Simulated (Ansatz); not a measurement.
AlN (wurtzite): the band gap by level of theory

From the experimental literature:
- lattice constant a: 3.111 Å (a lattice parameter, reported experimental value; Literature experimental value cited in the paper's theory part; quoted in “Electronic structure and chemical bonding anisotropy investigation of wurtzite AlN”, 2011, arxiv:1112.6088)

The calculated numbers come from Ansatz 0.2.0. The values are computed, spin-unpolarised.

AlN in the wurtzite structure, relaxed with r2SCAN. It is hexagonal, P6_3mc (No. 186); a = 3.107 Å, c = 4.979 Å in the conventional setting, 10.40 Å³ an atom. Around Al lie 4 N at 1.89–1.90 Å; around N lie 4 Al at 1.89–1.90 Å.

Relaxed lattice by functional, symmetry kept:
```
functional   k mesh  a (Å)  c (Å)  volume (Å³/atom)
       PBE  12×12×6  3.130  5.018             10.64
    r2SCAN  12×12×6  3.107  4.979             10.40
```

On this one geometry the levels give:
```
                                    level   k mesh  gap (eV)    kind     edges  least direct gap (eV)       rough cost
                                      PBE  12×12×6      4.23  direct         Γ                   4.23   4 core-seconds
                                   r2SCAN  12×12×6      4.88  direct         Γ                   4.88   7 core-seconds
                                    HSE06    6×6×4      5.60  direct         Γ                   5.60  40 core-seconds
                                     PBE0    6×6×4      6.33  direct         Γ                   6.33  50 core-seconds
G0W0@PBE (124 empty bands, 120 eV, 6×6×4)    6×6×4      5.83       –  Γ (mesh)                      –  70 core-seconds
```
PBE: smearing of 0.02 eV; the others have fixed occupations.
Wave cutoffs: 420 eV, 500 eV (r2SCAN).
The G0W0 gap is PBE's gap over the path plus the quasiparticle shift read on the mesh. No extrapolation in bands, cutoff or mesh was made for G0W0.
Costs come from shared machines and give only the order; PBE's includes the band path.

HSE06 gives a direct gap of 5.60 eV at Γ. With r2SCAN, at Γ the top three valence levels group as 1+2 from the top, spread over 223 meV.

Set against the finite-basis gap of 5.83 eV from G0W0@PBE (124 empty bands, 120 eV, 6×6×4), the closest functional is HSE06, which differs by -0.23 eV, at about 6 times r2SCAN's cost; G0W0 itself took about 10 times r2SCAN's cost. The others: PBE0 +0.50, r2SCAN -0.95, PBE -1.60 eV. The yardstick's own error is a tenth of an eV or more. r2SCAN covers 47 % of the step from PBE to HSE06, while HSE06 needs about 6 times r2SCAN's cost (on a coarser mesh). All these functionals give a gap of the same kind, direct.

r2SCAN (ground state on 9×9×4): ε∞: 4.14 along x and y, 4.33 along z. Born charges, averaged over directions: Al +2.58, N -2.58 e.

Set against measured values:
- Lattice constant a, measured 3.111 Å: PBE 3.130 (+0.6 %), r2SCAN 3.107 (-0.1 %).
The calculated lattice is static; the measured one holds thermal expansion and zero-point motion. Reports marked as nanostructured, strained, doped, implanted or mixed samples, and transport gaps, were set aside.

The meshes of the hybrids are coarse, so their gaps aren't converged to the digits shown.

The splittings at Γ are without spin-orbit coupling, which regroups them where it is of like size or larger.
